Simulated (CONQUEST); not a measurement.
The system is Ni.

```
Ni
1.0
     2.45730    0.00000    0.00000
     0.00000    2.45730    0.00000
     0.00000    0.00000    3.47515
Ni
2
Direct
  0.00000 0.00000 0.00000
  0.50000 0.50000 0.50000
```

- Program: CONQUEST 1.3
- Task: single point
- Functional: PBE
- Potentials or basis: PseudoDojo NC PBE, DZP, grid cutoff 150 Ha
- k mesh: 8 × 8 × 6
- Occupations: fermi-dirac, width 0.05 eV
- Spin: collinear spin, ferromagnetic start
- Starting moments: [1.0, 1.0] μB

On this cell: pressure 9.6 GPa; largest force zero by symmetry; net moment 1.38 μB per cell; site moments Ni +0.69 μB; band gap on the k mesh none (metal or under the smearing width).

The same run follows on a disturbed copy (atoms of the box moved at random, drawn with an rms of 0.05 Å):

```
Ni
1.0
     2.45730    0.00000    0.00000
     0.00000    2.45730    0.00000
     0.00000    0.00000    3.47515
Ni
2
Direct
  0.00566 0.99664 0.99657
  0.49577 0.50115 0.50722
```

Problem. What changes?

Solution. The energy (extrapolated to zero smearing) moves by +4.8 meV/atom; pressure 10.0 GPa; largest force 0.438 eV/Å; net moment 1.38 μB per cell; site moments Ni +0.69 μB; band gap on the k mesh none (metal or under the smearing width).

Forces in eV/Å, atoms in the order of the input:
```
Ni  -0.149  0.068  0.406
Ni   0.149 -0.069 -0.405
```

Caveats: the basis of atomic orbitals isn't converged, which shifts pressures, moduli and gaps; the box holds several primitive cells, so bands are folded and the points are those of the box's own zone (some runs).
